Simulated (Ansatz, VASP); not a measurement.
# Cross-check of CuI (Marshite) between VASP and Ansatz, part 2 of 2

Wanted: the spread between two codes on one cell, functional and k mesh.

VASP 6.6.1 and Ansatz 0.2.0.

So far: Starting point; VASP: single point, HSE06.

The database entry behind the starting cell differs from later determinations by our own check (about 0.15 % long (mineral sample)), so it need not match the best structure at ambient conditions.

### Step 3. Ansatz: single point, HSE06

Level of this step: Ansatz beside VASP: Kohn-Sham DFT, plane waves, HSE06 (Ansatz).

Ansatz runs on its default PAW (the set named soft_2) files.

The same cell, functional, mesh and smearing now go to Ansatz, which takes its cutoff from its data sets.

input.yaml reads:

```yaml
crystal:
  lattice:
    - [0.0, 3.0315, 3.0315]
    - [3.0315, 0.0, 3.0315]
    - [3.0315, 3.0315, 0.0]
  atoms:
    - { symbol: Cu, position: [0.25, 0.25, 0.25] }
    - { symbol: I, position: [0.0, 0.0, 0.0] }
hamiltonian:
  xc: { exchange: pbe, correlation: pbe, exx: { coeff: 0.25, omega: 0.2 } }
  pseudopotentials: { kind: paw }
kpoints:
  mp_grid: { grid: [6, 6, 6] }
scf:
  occupations: { method: gaussian, width: 0.01 }
  n_extra_bands: 4
output:
  forces: true
  stress: true
  eigenvalues: true
  write_density: true
  write_potential: true
  elf: true
  volumetric_format: npy
```

Run with:

```console
> ansatz run input.yaml --threads 4 --pin off --max-ram 9216MiB --backend cpu --events-out ev --progress --plain --runs-dir out
```

Numbers of over 12 decimals in the logs are rounded to 6 here.

The log of the run:

```text
Warning: output.stress: scf.convergence.dr2_threshold = 1e-7 eV (the SCF's general default) is looser than the 2e-10 eV advised for a printed stress (1e-10 eV for each atom of the cell: 2). What an SCF threshold leaves in a stress goes as its square root, and in the free energy as the threshold itself, and one threshold admits the most on a small cell: [figures from the program's tests cut] Set scf.convergence.dr2_threshold to 2e-10 eV or tighter. The threshold is an SCF's pass mark: one that does not reach it within its budget of iterations ends unconverged, or closes short of it on a stop that the run arms, and scf.convergence.dr2_threshold's page says what that costs each kind of run
Warning: output.stress: scf.exx.energy_threshold = 1e-6 eV is looser than the 2e-8 eV advised for a stress under a hybrid functional (1e-8 eV for each atom of the cell: 2). Every SCF of the exchange loop can meet its threshold on dr2 while the loop round them stops early: no threshold on dr2 bounds what that leaves in the stress. Set scf.exx.energy_threshold to 2e-8 eV or tighter. The threshold is the loop's pass mark: a loop that does not reach it within its budget of cycles ends unconverged, and scf.exx.energy_threshold's page has the law
scf.n_extra_bands = 4 over 18 filled bands (N_el = 36.0): the run solves 22 bands
Engine: ansatz 0.2.0, aarch64-unknown-linux-gnu
Pseudopotentials: kind: paw
Pseudopotential: Cu, paw, valence charge 19, recommended cutoff 420 eV (normal), Cu.paw.azcp
Pseudopotential: I, paw, valence charge 17, recommended cutoff 420 eV (normal), I.paw.azcp
Functional definition: unnamed
  parameter a_1 = 0.25
  parameter omega_1 = 0.2/angstrom
  exchange = pbe_x + (-a_1)*pbe_x_sr(omega_1) + a_1*exact_x_sr(omega_1)
  correlation = pbe_c
Crystal: 2 atoms, lattice volume = 55.719 Å³
Basis set: ecut = 420 eV, 1067 PW (Γ), exchange–correlation on 60×60×60 points (8 copies of the dense FFT grid, shifted against one another)
Bands: 22, of which v1, the nominal top of the filled ones, is band 18 counted from 1 (17 counted from 0)
Symmetry: 24 space group operations
Space group: F-43m (ITA 216), of the structure as read, at distance tolerance 3.8e-5 Å
k-points: 16 of 216 (time reversal used)
Non-local potential: Cu, projectors of the file, l = 0: 3, l = 1: 2, l = 2: 3, l = 3: 1
Non-local potential: I, projectors of the file, l = 0: 2, l = 1: 2, l = 2: 2, l = 3: 2
PAW form: soft (Blöchl's): semilocal exchange-correlation on the pseudo side does not see the compensation charge
PAW frozen core: Cu, regenerated for the run's functional, and the local potential with it (the file was generated under x = pbe(κ = 0.804, μ = 0.219515), c = pbe(β = 0.066725))
PAW frozen core: I, regenerated for the run's functional, and the local potential with it (the file was generated under x = pbe(κ = 0.804, μ = 0.219515), c = pbe(β = 0.066725))
PAW one-centre angular grid: Cu, 590 points (default); XC on 64 Gauss nodes
PAW one-centre angular grid: I, 590 points (default); XC on 96 Gauss nodes
Initial density: superposition of atomic densities (neutral atoms: chi_scale 0, normalization atom), corrected by the library's trained network
Initial wavefunctions: pseudopotential atomic-orbital guess
Functional: x = pbe(κ = 0.804, μ = 0.219515), c = pbe(β = 0.066725), warm-up for x = pbe(κ = 0.804, μ = 0.219515) + 0.25 (exact − pbe) at short range (hse, ω = 0.2 Å⁻¹), c = pbe(β = 0.066725)
SCF iter   1: F=—  HF=-14138.363917 eV  |F-HF|=—  |Δ(HF+E_count)|=         —  Δρ=6.68e-4  dr2=3.92e-4  ethr=1.77e-3  ⟨swp⟩=9.2  Hψ=1595  notcnv=0
preconditioner: auto → none  [insulator: Δε(μ)=1.127 eV  Ē_g=8.966 eV  σ=0.010 eV  W_gap=1.00  n_scr=14 (ndim 8)  ℏωp=21.1 eV  f_vac=0.179  D(μ)=0.00/eV (n_scr^D=0)]
SCF iter   2: F=-14138.364282 eV  HF=-14138.364281 eV  |F-HF|=8.70e-7  |Δ(HF+E_count)|=   3.64e-4  Δρ=3.27e-4  dr2=4.24e-5  ethr=1.09e-6  ⟨swp⟩=5.3  Hψ=1317  notcnv=0  defer=3
SCF 1 stopped early in 2 iterations: F = -14138.364282 eV  dr2 = 4.24e-5
  greatest PAW one-centre occupation: 1.000 electrons in one spin orbital (limit 2), on the Cu atom at site 0 (counted from 0), in its partial waves of l = 0
Initial density: handed on by an earlier stage of this run
Initial wavefunctions: those handed on with the density
Functional: x = pbe(κ = 0.804, μ = 0.219515) + 0.25 (exact − pbe) at short range (hse, ω = 0.2 Å⁻¹), c = pbe(β = 0.066725)
Exchange kernel: α = 0.2500, screened, ω = 0.2000 Å⁻¹, Wigner–Seitz truncation, v(0) = 1130.7425 eV·Å³, q-mesh 6×6×6, nearest image of the exchange supercell L = 25.72 Å, pair-density grid 18×18×18, without the augmentation charges, whose exchange is taken in its separable form by FFT convolution over the k-point mesh (sized by the pseudopotential files, 24×24×24 at the most), smooth part of the exact exchange by density-matrix convolution
Frozen-core exchange: fock
SCF iter   1: F=—  HF=-14142.520409 eV  |F-HF|=—  |Δ(HF+E_count)|=         —  Δρ=3.20e-2  dr2=3.86e-1  ethr=1.18e-6  ⟨swp⟩=6.2  Hψ=1658  notcnv=0
preconditioner: auto → none  [insulator: Δε(μ)=2.860 eV  Ē_g=11.171 eV  σ=0.010 eV  W_gap=1.00  n_scr=14 (ndim 8)  ℏωp=21.1 eV  f_vac=0.178  D(μ)=0.00/eV (n_scr^D=0)]
SCF iter   2: F=—  HF=-14142.528769 eV  |F-HF|=—  |Δ(HF+E_count)|=   8.36e-3  Δρ=2.66e-2  dr2=2.80e-1  ethr=1.18e-6  ⟨swp⟩=6.0  Hψ=1482  notcnv=0
SCF iter   3: F=—  HF=-14142.440821 eV  |F-HF|=—  |Δ(HF+E_count)|=   8.79e-2  Δρ=5.63e-3  dr2=1.33e-2  ethr=1.18e-6  ⟨swp⟩=6.0  Hψ=1397  notcnv=0
SCF iter   4: F=—  HF=-14142.454113 eV  |F-HF|=—  |Δ(HF+E_count)|=   1.33e-2  Δρ=2.89e-3  dr2=3.13e-3  ethr=1.18e-6  ⟨swp⟩=4.2  Hψ=1221  notcnv=0
iter 5 solved again at ethr=3.41e-8 eV; its pass at ethr=1.18e-6 eV (dr2=1.23e-5 eV) is discarded
SCF iter   5: F=—  HF=-14142.453513 eV  |F-HF|=—  |Δ(HF+E_count)|=   6.00e-4  Δρ=1.60e-4  dr2=4.34e-5  ethr=3.41e-8  ⟨swp⟩=2.1  Hψ=1681  notcnv=0
SCF iter   6: F=—  HF=-14142.453760 eV  |F-HF|=—  |Δ(HF+E_count)|=   2.47e-4  Δρ=2.10e-4  dr2=3.08e-5  ethr=3.41e-8  ⟨swp⟩=4.1  Hψ=1070  notcnv=0
SCF iter   7: F=-14142.453749 eV  HF=-14142.453749 eV  |F-HF|=2.45e-7  |Δ(HF+E_count)|=   1.05e-5  Δρ=2.72e-5  dr2=1.32e-6  ethr=3.41e-8  ⟨swp⟩=4.0  Hψ=839  notcnv=0
SCF 2 stopped early in 7 iterations: F = -14142.453749 eV  dr2 = 1.32e-6
  greatest PAW one-centre occupation: 1.000 electrons in one spin orbital (limit 2), on the Cu atom at site 0 (counted from 0), in its partial waves of l = 1
hybrid outer 1: dexx = +1.638e-2 eV, tail = 1.03e-4 eV
Exchange kernel: α = 0.2500, screened, ω = 0.2000 Å⁻¹, Wigner–Seitz truncation, v(0) = 1130.7425 eV·Å³, q-mesh 6×6×6, nearest image of the exchange supercell L = 25.72 Å, pair-density grid 18×18×18, without the augmentation charges, whose exchange is taken in its separable form by FFT convolution over the k-point mesh (sized by the pseudopotential files, 24×24×24 at the most), smooth part of the exact exchange by density-matrix convolution
Frozen-core exchange: fock
SCF iter   1: F=—  HF=-14142.453587 eV  |F-HF|=—  |Δ(HF+E_count)|=         —  Δρ=1.08e-4  dr2=2.99e-6  ethr=1.44e-6  ⟨swp⟩=3.6  Hψ=776  notcnv=0
preconditioner: auto → none  [insulator: Δε(μ)=2.649 eV  Ē_g=10.808 eV  σ=0.010 eV  W_gap=1.00  n_scr=14 (ndim 8)  ℏωp=21.1 eV  f_vac=0.185  D(μ)=0.00/eV (n_scr^D=0)]
SCF iter   2: F=—  HF=-14142.453588 eV  |F-HF|=—  |Δ(HF+E_count)|=   1.03e-6  Δρ=2.79e-5  dr2=3.56e-7  ethr=7.93e-9  ⟨swp⟩=4.0  Hψ=1038  notcnv=0
SCF iter   3: F=—  HF=-14142.453588 eV  |F-HF|=—  |Δ(HF+E_count)|=   1.41e-8  Δρ=1.84e-5  dr2=2.37e-7  ethr=6.30e-10  ⟨swp⟩=3.0  Hψ=798  notcnv=0
SCF iter   4: F=—  HF=-14142.453589 eV  |F-HF|=—  |Δ(HF+E_count)|=   4.33e-7  Δρ=3.96e-6  dr2=2.73e-8  ethr=4.46e-10  ⟨swp⟩=3.7  Hψ=833  notcnv=0  defer=1
SCF iter   5: F=-14142.453589 eV  HF=-14142.453589 eV  |F-HF|=4.26e-9  |Δ(HF+E_count)|=   7.41e-9  Δρ=2.11e-6  dr2=5.11e-9  ethr=5.06e-11  ⟨swp⟩=3.2  Hψ=769  notcnv=0  defer=1
SCF 3 converged in 5 iterations: F = -14142.453589 eV  dr2 = 5.11e-9
  Residual-converged pass: ⟨swp⟩=3.4  Hψ=945  notcnv=0  max |occ|·‖R‖ = 2.4e-6 eV (tolerance 2.4e-6 eV)  dr2=4.80e-9  dr2_onsite=4.56e-9  max |Δocc| = 0.0e0
hybrid outer 2: dexx = +6.209e-7 eV, tail = 7.76e-8 eV, Δε = 6.34e-3 eV (about 2.73e-4 eV left of the loop's levels)
hybrid SCF converged: 2 outer / 12 inner (+2 warm-up), last move |dexx| = 6.21e-7 eV, tail = 7.76e-8 eV
Stability not checked: this state was not tested for a lower state beside it, because the functional holds exact exchange (a hybrid, or Hartree-Fock), whose exchange loop this test does not read (fock_operator; see scf.lower_state_search)
Free energy (F): -14142.453589 eV
Frozen-core exchange: fock
Harris-Foulkes:  -14142.453589 eV  (|F-HF|=4.26e-9)
Internal energy: -14142.453589 eV  (E = F + TS)
E sigma→0 (E₀):  -14142.453589 eV
Fermi energy:    8.489680 eV
--- Per-component energies (eV) ---
  E_band       = -961.270738
  E_kinetic    = 490.026642
  E_local      = -7649.111480  (includes V_loc(G=0)·N_el)
  E_nonlocal   = 324.349238
  E_hartree    = 3567.215040
  E_xc         = -172.606056
  E_vxc        = -191.797432  (∫ρ·V_xc dr)
  E_exx        = -160.379279  (= α·E_x^exact, valence–valence)
  E_paw        = -6387.233813  (= ΣΔE_a)
  E_vpaw       = -748.408076  (= ΣTr[D̂ρ^β])
  E_aug_tail   = 0.000302  (compensation charges beyond the density's cutoff)
  E_ewald      = -4154.131452
  E_core_change = -0.582723  (= ΣΔE_core)
  E_smearing   = -0.000000  (= −TS)
  E_closure    = -0.000008  (closes the sum)
  Σ components = -14142.453589   (vs F -14142.453589, Δ=-1.82e-12)
--- Forces (eV/Å), atoms counted from 1 ---
  atom   1  Cu    -0.00000000    -0.00000000     0.00000000
  atom   2  I      0.00000000    -0.00000000    -0.00000000
  max |Σ_I F_I| component: 1.62e-17 eV/Å
--- Stress (GPa, compression-positive) ---
        0.582907      -0.000000       0.000000
        0.000000       0.582907       0.000000
       -0.000000       0.000000       0.582907
  P = ⅓ Tr σ = 0.5829 GPa (5.829 kbar)
--- Band table (eV; the first three rows and the last of 16) ---
  k-point 0: bands = [... 14 lower, 4.6668, 7.1645, 7.1645, 7.1645, 9.8147, 13.5243, 13.5243, 13.5243]
  k-point 1: bands = [... 14 lower, 4.6584, 6.1156, 6.9394, 6.9394, 10.7329, 13.4952, 13.8946, 13.8946]
  k-point 2: bands = [... 14 lower, 4.6673, 5.0679, 6.5281, 6.5281, 10.9176, 14.1281, 14.1281, 15.0895]
  k-point 15: bands = [... 14 lower, 4.7258, 4.7806, 5.0043, 5.4280, 12.2910, 12.6130, 15.8450, 15.8633]
```

Run time: 17 s. Hardware: 4 threads of Arm Neoverse V2, shared host; peak memory 1.8 GiB; 62 s of CPU time.

The run ends at a pressure of 0.58 GPa.

### Step 4. Side by side

Known differences besides the potentials themselves: exact exchange at q = 0 is treated differently, which shows on coarse meshes; VASP keeps PBE cores, Ansatz makes them for the functional; the data sets hold 36 valence electrons in Ansatz (default PAW (the set named soft_2) files) and 18 in VASP; the cutoff is 420 eV in Ansatz and 440 eV in VASP; VASP takes a coarser grid for exact exchange (PRECFOCK = Fast). Total energies have different zeros and are not compared.

Compared:

| quantity | Ansatz | VASP | difference |
| --- | --- | --- | --- |
| gap on the k mesh (eV) | 2.650 | 2.609 | +0.042 |

A gap on the mesh is an upper bound, since the band edges may lie between its points.

### Step 5. Outcome

- difference in gap on the k mesh (single point, HSE06): 0.042 eV

The difference in gap on the k mesh is 0.042 eV (single point, HSE06), within the 0.08 eV picked in this series as the mark of a large difference. Such differences can come from data sets, numerical settings and the points named under the comparisons, not from the functional's error against experiment.

[Lines on the potential files, build, host, timing and source positions are cut from VASP's logs without a mark.]

[Logs are printed without paths, hosts, clocks, repeated set-up lines and the standing remarks that a program may print on its own settings, such as how far it seeks lower states.]

[Hosts, paths, dates, database ids (printed as entryN), source tags and the programs' standing remarks are cut or masked in the printed files.]
